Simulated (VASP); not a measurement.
# Re (Fm-3m) in VASP: single point with r2SCAN

Aim: the single point of Re with r2SCAN.

Everything below comes from runs of VASP 6.6.1. Logs are shortened: lines on timing, memory, paths and dates and some standing lists are left out, and cuts for length are marked.

## Step 1: The crystal as given

It takes space group Fm-3m (No. 225, cubic). The conventional cell has a = 3.879 Å, b = 3.879 Å, c = 3.879 Å, α = 90.00°, β = 90.00°, γ = 90.00°. Around Re (site symmetry m-3m) lie 12 Re at 2.74 Å.

The cell was built by a generator and needn't be a form met in nature.

## Step 2: Single point, r2SCAN

POSCAR reads:

```
Re
1.0
    0.0000000000      1.9393253307      1.9393253307
    1.9393253307      0.0000000000      1.9393253307
    1.9393253307      1.9393253307      0.0000000000
Re
1
Direct
    0.0000000000      0.0000000000      0.0000000000
```

INCAR.step1 reads:

```
SYSTEM = Re
ALGO = Normal
EDIFF = 1E-4
ENCUT = 520
GGA = PE
ISMEAR = 1
LASPH = .True.
LCHARG = .False.
LREAL = .False.
LWAVE = .True.
NBANDS = 10
NELM = 100
PREC = Accurate
SIGMA = 0.05
```

INCAR.step2 reads:

```
SYSTEM = Re
ALGO = Normal
EDIFF = 1E-6
ENCUT = 520
ISIF = 2
ISMEAR = 1
ISTART = 1
LASPH = .True.
LCHARG = .False.
LMIXTAU = .True.
LREAL = .False.
LWAVE = .False.
METAGGA = R2SCAN
NBANDS = 10
NELM = 100
PREC = Accurate
SIGMA = 0.05
```

KPOINTS reads:

```
k-points
0
Gamma
  11 11 11
  0 0 0
```

Potentials or basis: VASP PAW PBE potentials, release 64 (Re).

On the command line:

```
$ cat potpaw_PBE.64/Re/POTCAR > POTCAR
$ cp INCAR.step1 INCAR
$ mpirun -np 1 vasp_std > vasp.out
$ cp INCAR.step2 INCAR
$ mpirun -np 1 vasp_std > vasp.out
```

OUTCAR:

```text
SYSTEM = Re
   EDIFF = 1E-6
   ENCUT = 520
   ISIF = 2
   ISMEAR = 1
   ISTART = 1
   LASPH = .True.
   LREAL = .False.
   METAGGA = R2SCAN
   NELM = 100
   PREC = Accurate

 ion  position               nearest neighbor table
   1  0.000  0.000  0.000-

  LATTYP: Found a face centered cubic cell.
 ALAT       =     3.8786506614

  Lattice vectors:

 A1 = (   0.0000000000,   1.9393253307,   1.9393253307)
 A2 = (   1.9393253307,   0.0000000000,   1.9393253307)
 A3 = (   1.9393253307,   1.9393253307,   0.0000000000)

Analysis of symmetry for initial positions (statically):
=====================================================================
 Subroutine PRICEL returns:
 Original cell was already a primitive cell.

 Routine SETGRP: Setting up the symmetry group for a
 face centered cubic supercell.

 Subroutine GETGRP returns: Found 48 space group operations
 (whereof 48 operations were pure point group operations)
 out of a pool of 48 trial point group operations.

The static configuration has the point symmetry O_h .

Analysis of symmetry for dynamics (positions and initial velocities):
=====================================================================
 Subroutine PRICEL returns:
 Original cell was already a primitive cell.

 Routine SETGRP: Setting up the symmetry group for a
 face centered cubic supercell.

 Subroutine GETGRP returns: Found 48 space group operations
 (whereof 48 operations were pure point group operations)
 out of a pool of 48 trial point group operations.

The dynamic configuration has the point symmetry O_h .

 Subroutine INISYM returns: Found 48 space group operations
 (whereof 48 operations are pure point group operations),
 and found     1 'primitive' translations

----------------------------------------------------------------------------------------

                                     Primitive cell

  volume of cell :      14.5875

  direct lattice vectors                    reciprocal lattice vectors
     0.000000000  1.939325331  1.939325331    -0.257821621  0.257821621  0.257821621
     1.939325331  0.000000000  1.939325331     0.257821621 -0.257821621  0.257821621
     1.939325331  1.939325331  0.000000000     0.257821621  0.257821621 -0.257821621

  length of vectors
     2.742620185  2.742620185  2.742620185     0.446560146  0.446560146  0.446560146

  position of ions in fractional coordinates (direct lattice)
     0.000000000  0.000000000  0.000000000

  ion indices of the primitive-cell ions
   primitive index   ion index
                 1           1

----------------------------------------------------------------------------------------

 KPOINTS: k-points

Automatic generation of k-mesh.
 Grid dimensions read from file:
 generate k-points for:   11   11   11

 Generating k-lattice:

  Cartesian coordinates                     Fractional coordinates (reciprocal lattice)
    -0.023438329  0.023438329  0.023438329     0.090909091  0.000000000  0.000000000
     0.023438329 -0.023438329  0.023438329     0.000000000  0.090909091  0.000000000
     0.023438329  0.023438329 -0.023438329     0.000000000  0.000000000  0.090909091

  Length of vectors
     0.040596377  0.040596377  0.040596377

  Shift w.r.t. Gamma in fractional coordinates (k-lattice)
     0.000000000  0.000000000  0.000000000

 Subroutine IBZKPT returns following result:
 ===========================================

 Found     56 irreducible k-points:

 Following reciprocal coordinates:
            Coordinates               Weight
  0.000000  0.000000  0.000000      1.000000
  0.090909  0.000000  0.000000      8.000000
  0.181818  0.000000  0.000000      8.000000
  0.272727  0.000000  0.000000      8.000000
  0.363636  0.000000  0.000000      8.000000
  0.454545  0.000000  0.000000      8.000000
[... 16 lines left out ...]
 -0.272727  0.181818  0.000000     24.000000
 -0.181818  0.181818  0.000000     12.000000
 [... further k-points ...]
   k-points           NKPTS =     56   k-points in BZ     NKDIM =     56   number of bands    NBANDS=     10
   number of dos      NEDOS =    301   number of ions     NIONS =      1
   total plane-waves  NPLWV =   8000
   dimension x,y,z NGX =    20 NGY =   20 NGZ =   20
   dimension x,y,z NGXF=    40 NGYF=   40 NGZF=   40
   ions per type =               1
   NGX,Y,Z   is equivalent  to a cutoff of  12.12, 12.12, 12.12 a.u.
   NGXF,Y,Z  is equivalent  to a cutoff of  24.25, 24.25, 24.25 a.u.
 SYSTEM =  Re
   PREC   = accura    normal or accurate (medium, high low for compatibility)
   ISTART =      1    job   : 0-new  1-cont  2-samecut
   ICHARG =      0    charge: 1-file 2-atom 10-const
   ISPIN  =      1    spin polarized calculation?
   LNONCOLLINEAR =      F non collinear calculations
   LSORBIT =      F    spin-orbit coupling
   LASPH  =      T    aspherical Exc in radial PAW
   ENCUT  =  520.0 eV  38.22 Ry    6.18 a.u.   5.10  5.10  5.10*2*pi/ulx,y,z
   NELM   =    100;   NELMIN=  2; NELMDL=  0     # of ELM steps
   EDIFF  = 0.1E-05   stopping-criterion for ELM
   LREAL  =      F    real-space projection
[... 7 lines left out ...]
   TEBEG  =    0.0;   TEEND  =   0.0 temperature during run
   PSTRESS=    0.0 pullay stress
   NELECT =       7.0000    total number of electrons
   NUPDOWN=      -1.0000    fix difference up-down
   EMIN   =  10.00;   EMAX   =-10.00  energy-range for DOS
   EFERMI =   0.00;   METHOD = LEGACY
   ISMEAR =     1;   SIGMA  =   0.05  broadening in eV -4-tet -1-fermi 0-gaus
   EFERMI_NEDOS =   21; number of points for ismear=-14 and -15
   IALGO  =     38    algorithm
   IMIX   =      4    mixing-type and parameters
     AMIX     =   0.40;   BMIX     =  1.00
     AMIX_MAG =   1.60;   BMIX_MAG =  1.00
  volume/ion in A,a.u.               =      14.59        98.44
  Fermi-wavevector in a.u.,A,eV,Ry     =   1.281682  2.422027 22.350398  1.642708
  Thomas-Fermi vector in A             =   2.414037
   LORBIT       =      0    0 simple, 1 ext, 2 COOP (PROOUT), +10 PAW based schemes
   METAGGA = R2SCAN    functional components
   LHFCALC =     F    Hartree Fock is set to
   AEXX    =    0.0000 exact exchange contribution
   IVDW    =     0    specifies the selected vdW correction
   LEPSILON=     F    determine dielectric tensor
   LRPA    =     F    only Hartree local field effects (RPA)
 non-spin polarized calculation
 Methfessel and Paxton  Order N= 1 SIGMA  =   0.05
  energy-cutoff  :      520.00
  volume of cell :       14.59
 maximum number of plane-waves:       411
   NGX = 11   NGY = 11   NGZ = 11

 number of electron       7.0000001 magnetization

 Free energy of the ion-electron system (eV)
  ---------------------------------------------------
  ext. energy  EPLUGINS =         0.00000000
  ---------------------------------------------------
  free energy    TOTEN  =       -52.39015452 eV

  energy without entropy =      -52.38957414  energy(sigma->0) =      -52.38996106

 E-fermi :   8.1580     XC(G=0): -15.0456

 val. band max:        7.9972085535   @ k =  -0.2727   0.2727   0.0909
 cond. band min:       8.1618081024   @ k =   0.2727   0.1818   0.0909
 fundamental gap:      0.1645995488
 Fermi energy:         8.1579580508

 k-point     1 :       0.0000    0.0000    0.0000
  band No.  band energies     occupation
      1      -2.6177      2.00000
      2       6.0438      2.00000
      3       6.0438      2.00000
      4       6.0438      2.00000
      5       9.4951      0.00000
      6       9.4951      0.00000
      7      22.6044      0.00000
      8      28.7645      0.00000
      9      28.7645      0.00000
     10      28.7645      0.00000

 k-point     2 :       0.0909    0.0000    0.0000
  band No.  band energies     occupation
      1      -2.2159      2.00000
      2       5.7744      2.00000
      3       6.2262      2.00000
      4       6.2262      2.00000
      5       9.3536      0.00000
      6       9.3536      0.00000
      7      23.3740      0.00000
      8      27.0088      0.00000
      9      29.4958      0.00000
     10      29.4958      0.00000

 k-point     3 :       0.1818    0.0000    0.0000
  band No.  band energies     occupation
      1      -1.1426      2.00000
      2       5.2602      2.00000
      3       6.5565      2.00000
      4       6.5565      2.00000
      5       9.2455      0.00000
      6       9.2455      0.00000
      7      24.1531      0.00000
      8      25.6996      0.00000
      9      31.5179      0.00000
     10      31.5179      0.00000

 k-point     4 :       0.2727    0.0000    0.0000
  band No.  band energies     occupation
      1       0.0957      2.00000
      2       5.2256      2.00000
      3       6.5084      2.00000
      4       6.5084      2.00000
      5       9.8449      0.00000
      6       9.8449      0.00000
      7      22.2447      0.00000
      8      26.5018      0.00000
      9      33.7490      0.00000
     10      34.2468      0.00000
[... 222 lines left out ...]
 k-point    22 :      -0.3636    0.1818    0.0000
  band No.  band energies     occupation
      1       2.1320      2.00000
      2       4.7589      2.00000
      3       5.9702      2.00000
      4       7.0557      2.00000
      5      10.6869      0.00000
      6      14.3867      0.00000
      7      19.5073      0.00000
      8      25.0131      0.00000
      9      26.8915      0.00000
     10      31.0458      0.00000

 k-point    23 :      -0.2727    0.1818    0.0000
  band No.  band energies     occupation
      1       1.9704      2.00000
      2       4.7566      2.00000
      3       5.3481      2.00000
      4       7.2995      2.00000
      5       9.1383     -0.00000
      6      13.2638      0.00000
      7      22.0958      0.00000
      8      26.1497      0.00000
      9      27.3941      0.00000
     10      31.8219      0.00000

 k-point    24 :      -0.1818    0.1818    0.0000
  band No.  band energies     occupation
      1       0.8982      2.00000
      2       4.4641      2.00000
      3       6.0849      2.00000
      4       7.7816      2.00000
      5       7.8215      2.00000
      6      11.6628      0.00000
      7      23.8077      0.00000
      8      27.8409      0.00000
      9      29.0798      0.00000
     10      29.5117      0.00000

 [... further k-points ...]
[... 5 lines left out ...]
  --------------------------------------------------------------------------------------
  -------------------------------------------------------------------------------------
  Total        0.3630831      0.3630831      0.3630831      0.0000000     -0.0000000      0.0000000
  in kB       39.8781189     39.8781189     39.8781189      0.0000000     -0.0000000      0.0000000
  external PRESSURE =      39.8781189 kB  Pullay stress =       0.0000000 kB

 VOLUME and BASIS-vectors are now :
 -----------------------------------------------------------------------------
  energy-cutoff  :      520.00
  volume of cell :       14.59
      direct lattice vectors                 reciprocal lattice vectors
     0.000000000  1.939325331  1.939325331    -0.257821621  0.257821621  0.257821621
     1.939325331  0.000000000  1.939325331     0.257821621 -0.257821621  0.257821621
     1.939325331  1.939325331  0.000000000     0.257821621  0.257821621 -0.257821621

 POSITION                                       TOTAL-FORCE (eV/Angst)
 -----------------------------------------------------------------------------------
      0.00000      0.00000      0.00000         0.000000     -0.000000      0.000000
 -----------------------------------------------------------------------------------
    total drift:                               -0.000000     -0.000000     -0.000000

  FREE ENERGIE OF THE ION-ELECTRON SYSTEM (eV)
  ---------------------------------------------------
  free  energy   TOTEN  =       -52.3901545176 eV

  energy  without entropy=      -52.3895741418  energy(sigma->0) =      -52.38996106
```

It took 30 s on 1 thread of AMD EPYC 7R13 (Zen 3), shared host; peak memory 0.1 GiB.

Results:

```
Free energy            : -52.3902 eV
Pressure               : 4.0 GPa
Band gap on the k mesh : none (metal or under the smearing width)
```

Caveat: the PAW data sets were made with another functional, which shifts forces and pressure a little. The run has no spin-orbit coupling, so splittings on Re are missing.
